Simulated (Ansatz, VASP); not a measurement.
SiO2: VASP beside Ansatz

File INCAR:

```
SYSTEM = SiO2
PREC = Accurate
ENCUT = 520
EDIFF = 1E-7
ISMEAR = 0
SIGMA = 0.02
LREAL = .False.
LASPH = .True.
NELM = 60
ALGO = Normal
ISIF = 2
LWAVE = .False.
LCHARG = .False.
GGA = CA
NBANDS = 34
```

The input KPOINTS:

```
Automatic mesh
0
Gamma
  6 6 4
  0 0 0
```

File POSCAR:

```
SiO2
1.0
    5.0386983966      0.0000000000      0.0000000000
   -2.5193491983      4.3636408134      0.0000000000
    0.0000000000      0.0000000000      5.5248549831
Si O
3 6
Direct
    0.0000000000      0.5000000000      0.3333333333
    0.5000000000      0.5000000000      0.6666666667
    0.5000000000      0.0000000000      0.0000000000
    0.5843949018      0.7921974509      0.8333333333
    0.7921974509      0.5843949018      0.5000000000
    0.7921974509      0.2078025491      0.1666666667
    0.4156050982      0.2078025491      0.8333333333
    0.2078025491      0.4156050982      0.5000000000
    0.2078025491      0.7921974509      0.1666666667
```

Input for Ansatz:

```yaml
crystal:
  lattice:
    - [5.0386983975, 0.0, 0.0]
    - [-2.5193491987, 4.3636408142, 0.0]
    - [0.0, 0.0, 5.5248549769]
  atoms:
    - { symbol: Si, position: [0.0, 0.5, 0.3333333333] }
    - { symbol: Si, position: [0.5, 0.5, 0.6666666667] }
    - { symbol: Si, position: [0.5, 0.0, 0.0] }
    - { symbol: O, position: [0.5843949018, 0.7921974509, 0.8333333333] }
    - { symbol: O, position: [0.7921974509, 0.5843949018, 0.5] }
    - { symbol: O, position: [0.7921974509, 0.2078025491, 0.1666666667] }
    - { symbol: O, position: [0.4156050982, 0.2078025491, 0.8333333333] }
    - { symbol: O, position: [0.2078025491, 0.4156050982, 0.5] }
    - { symbol: O, position: [0.2078025491, 0.7921974509, 0.1666666667] }
basis:
  ecutwfc: 420
kpoints:
  mp_grid: { grid: [6, 6, 4] }
hamiltonian:
  xc: lda
scf:
  occupations: { method: gaussian, width: 0.02 }
output:
  forces: true
  stress: true
  eigenvalues: true
```

Alike in both runs: task single point; functional LDA; k mesh 6 × 6 × 4; occupations gaussian, width 0.02 eV; no spin polarisation.

|  | VASP | Ansatz |
| --- | --- | --- |
| version | VASP 6.6.1 | Ansatz 0.2.0 |
| potentials or method | VASP PAW LDA potentials, release 64 (Si, O) | scalar-relativistic, plane waves, PAW |
| plane-wave cutoff (eV) | 520 | 420 |
| valence electrons in the cell | 48 | 48 |

VASP gave:

```
gap on the k mesh at the Fermi level (eV) : 5.49
least direct gap on the mesh (eV)         : 5.68
pressure (GPa)                            : 0.6
rms of the force components (eV/Å)        : 0.004
```

Task: What did Ansatz give for the same quantities?

Result: gap on the k mesh at the Fermi level (eV): 5.50; least direct gap on the mesh (eV): 5.68; pressure (GPa): 0.0; rms of the force components (eV/Å): 0.000.

Atom by atom the forces differ by 0.003 eV/Å (rms over components).

A k mesh can miss the band edges.
